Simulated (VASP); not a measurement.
**Mg3Sb2: relaxation of cell and atoms with LDA**

Mg3Sb2:

```
CELL_PARAMETERS angstrom
4.49995 0.00000 0.00000
-2.24998 3.89707 0.00000
0.00000 0.00000 7.11594
ATOMIC_POSITIONS crystal
Mg 0.33333 0.66667 0.63227
Mg 0.66667 0.33333 0.36773
Mg 0.00000 0.00000 0.00000
Sb 0.33333 0.66667 0.22416
Sb 0.66667 0.33333 0.77584
```

```yaml
Program: VASP 6.6.1
Task: relaxation of cell and atoms
Functional: LDA
Potentials_or_basis: VASP PAW LDA potentials, release 64 (Mg, Sb)
Cutoff: 600 eV
k_mesh: 9 × 9 × 5
Occupations: gaussian, width 0.03 eV
Spin: no spin polarisation
Further_INCAR_settings: ALGO = Normal; EDIFF = 1e-07; IBRION = 2; EDIFFG = -0.005; NSW = 90; ISIF = 3
```

```json
{
 "Relaxed volume": "24.93 Å³/atom",
 "Relaxed cell": "a = 4.498 Å, b = 4.498 Å, c = 7.113 Å, α = 90.00°, β = 90.00°, γ = 120.00°",
 "Space group after relaxing (to 0.05 Å)": "P-3m1 (No. 164)",
 "Energy gained by relaxing": "0.0 meV/atom",
 "Ionic steps": "2",
 "Pressure after relaxing": "0.0 GPa",
 "Largest force after relaxing": "0.005 eV/Å",
 "Band gap on the k mesh": "0.15 eV, indirect (least direct gap 1.22 eV)"
}
```

Forces on the atoms (eV/Å):
```
Mg   0.000  0.000 -0.005
Mg   0.000  0.000  0.005
Mg   0.000  0.000  0.000
Sb   0.000  0.000 -0.003
Sb   0.000  0.000  0.003
```

Final structure:
```cif
data_structure
_symmetry_space_group_name_H-M 'P 1'
_symmetry_Int_Tables_number 1
_cell_length_a 4.4983
_cell_length_b 4.4983
_cell_length_c 7.1133
_cell_angle_alpha 90.000
_cell_angle_beta 90.000
_cell_angle_gamma 120.000
_cell_volume 124.65
loop_
_atom_site_label
_atom_site_type_symbol
_atom_site_fract_x
_atom_site_fract_y
_atom_site_fract_z
_atom_site_occupancy
Mg1 Mg 0.33333 0.66667 0.63223 1
Mg2 Mg 0.66667 0.33333 0.36777 1
Mg3 Mg 0.00000 0.00000 0.00000 1
Sb1 Sb 0.33333 0.66667 0.22415 1
Sb2 Sb 0.66667 0.33333 0.77585 1
```

Levels at points of the mesh, in eV from the valence-band top:
```
           k point  band 5  band 6  band 7  band 8  band 9  band 10  band 11  band 12
(0.00, 0.00, 0.00)   -1.18   -0.43   -0.43    0.00    1.22     1.23     3.04     3.04
```

Run time: 49 s on 1 thread of Intel(R) Xeon(R) 6975P-C (Granite Rapids), with other jobs on the host, peak memory 0.29 GiB.

Caveat: spin-orbit coupling is left out, which moves the levels of the heavy elements; an odd mesh through Γ misses points on the zone boundary, where band edges often lie.
